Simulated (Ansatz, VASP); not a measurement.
## SrTiO3: VASP beside Ansatz

```
CELL_PARAMETERS angstrom
3.94713 0.00000 0.00000
0.00000 3.94713 0.00000
0.00000 0.00000 3.94713
ATOMIC_POSITIONS crystal
Sr 0.00000 0.00000 0.00000
Ti 0.50000 0.50000 0.50000
O 0.50000 0.00000 0.50000
O 0.50000 0.50000 0.00000
O 0.00000 0.50000 0.50000
```

Alike in both runs: functional PBE; k mesh 8 × 8 × 8; occupations gaussian, width 0.02 eV; no spin polarisation; Hubbard terms Ti d U = 4.0 eV.

Ansatz relaxed the structure, and its values are those at the end. VASP's run is a single point on that final structure, the one shown.

|  | VASP | Ansatz |
| --- | --- | --- |
| version | VASP 6.6.1 | Ansatz 0.2.0 |
| potentials or method | VASP PAW PBE potentials, release 64 (Sr_sv, Ti_sv, O) | scalar-relativistic, plane waves, PAW |
| plane-wave cutoff (eV) | 520 | 420 |
| valence electrons in the cell | 40 | 40 |

```tsv
	VASP	Ansatz	Ansatz less VASP
gap on the k mesh at the Fermi level (eV)	2.31	2.30	-0.010
least direct gap on the mesh (eV)	2.74	2.72	-0.016
pressure (GPa)	2.7	0.0	-2.69
```

The programs project onto different local orbitals, so the same U acts differently.

A k mesh can miss the band edges.
